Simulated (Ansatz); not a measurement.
# RbCl: what relativity and spin–orbit coupling change

```yaml
crystal:
  lattice:
    - [0.00000, 3.27400, 3.27400]
    - [3.27400, 0.00000, 3.27400]
    - [3.27400, 3.27400, 0.00000]
  atoms:
    - { symbol: Rb, position: [0.00000, 0.00000, 0.00000] }
    - { symbol: Cl, position: [0.50000, 0.50000, 0.50000] }
```

Atom numbers follow the list: Rb1, Cl2.

The cell is COD entry 8103714, as deposited and not checked against the literature; nothing was relaxed. It differs from other determinations.

One fixed cell is solved with PBE by LAPW (all electrons) in Ansatz 0.2.0 under different relativistic treatments. Pressure is positive in compression.

Numerical set-up: a Γ-centred 6×6×6 k mesh, Fermi–Dirac smearing of 0.03 eV, basis error target 0.5 meV/atom, no spin polarisation.

```csv
setting,P (GPa),gap over the k mesh and a high-symmetry path (eV),"lowest level at Γ above −25 eV, from the valence-band top or, without a gap, the Fermi level (eV)"
scalar-relativistic,1.15,5.05,-23.89
non-relativistic,1.29,5.22,-22.74
with spin–orbit coupling,1.15,5.01,-23.92
```
